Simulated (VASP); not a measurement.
**From an Ansatz input to VASP: PbF₂ (strained fluorite)**

Ansatz input

```yaml
crystal:
  lattice:
    - [0.0, 3.0169832742, 3.0169832742]
    - [3.0169832742, 0.0, 3.0169832742]
    - [3.0169832742, 3.0169832742, 0.0]
  atoms:
    - { symbol: Pb, position: [0.0, 0.0, 0.0] }
    - { symbol: F, position: [0.25, 0.25, 0.25] }
    - { symbol: F, position: [0.75, 0.75, 0.75] }
kpoints:
  mp_grid: { grid: [8, 8, 8] }
  band_path:
    path:
      - [0.0, 0.0, 0.0]
      - [0.5, 0.0, 0.5]
      - [0.625, 0.25, 0.625]
      - [0.375, 0.375, 0.75]
      - [0.5, 0.5, 0.5]
      - [0.5, 0.25, 0.75]
      - [0.0, 0.0, 0.5]
      - [0.0, 0.5, 0.5]
    npoints: 1
hamiltonian:
  xc: pbe
scf:
  occupations: { method: fermi_dirac, width: 0.02 }
  n_extra_bands: 4
output:
  forces: true
  stress: true
  eigenvalues: true
  write_density: true
  write_potential: true
  elf: true
  volumetric_format: npy
```

Question: Which VASP files do the same job?

Answer: 

INCAR

```
LWAVE = .FALSE.
ISIF = 2
NBANDS = 21
LCHARG = .FALSE.
LREAL = .FALSE.
NELM = 120
ISMEAR = -1
PREC = Accurate
SIGMA = 0.02
NSW = 0
GGA = PE
LASPH = .TRUE.
IBRION = -1
EDIFF = 1E-7
ENCUT = 520
```

KPOINTS

```
KPOINTS created by Atomic Simulation Environment
0
Gamma
8 8 8
0 0 0
```

KPOINTS_OPT

```
special points
8
Reciprocal
0.0000000000 0.0000000000 0.0000000000 1
0.5000000000 0.0000000000 0.5000000000 1
0.6250000000 0.2500000000 0.6250000000 1
0.3750000000 0.3750000000 0.7500000000 1
0.5000000000 0.5000000000 0.5000000000 1
0.5000000000 0.2500000000 0.7500000000 1
0.0000000000 0.0000000000 0.5000000000 1
0.0000000000 0.5000000000 0.5000000000 1
```

POSCAR

```
Pb F
 1.0000000000000000
     0.0000000000000000    3.0169832741999998    3.0169832741999998
     3.0169832741999998    0.0000000000000000    3.0169832741999998
     3.0169832741999998    3.0169832741999998    0.0000000000000000
 Pb  F
   1   2
Cartesian
  0.0000000000000000  0.0000000000000000  0.0000000000000000
  1.5084916370999999  1.5084916370999999  1.5084916370999999
  4.5254749112999999  4.5254749112999999  4.5254749112999999
```

VASP ran with the recommended PBE PAW datasets (28 valence electrons in the cell). Other inputs would serve too.

```tsv
	Ansatz	VASP
gap between bands v and c	4.42 eV	4.41 eV
least direct gap	4.56 eV	4.56 eV
pressure	-1.1 GPa	-1.3 GPa
```

Each program uses its own PAW datasets. VASP's cell holds 28 valence electrons and Ansatz's 28. Ansatz's stress includes a Pulay correction; VASP's doesn't.
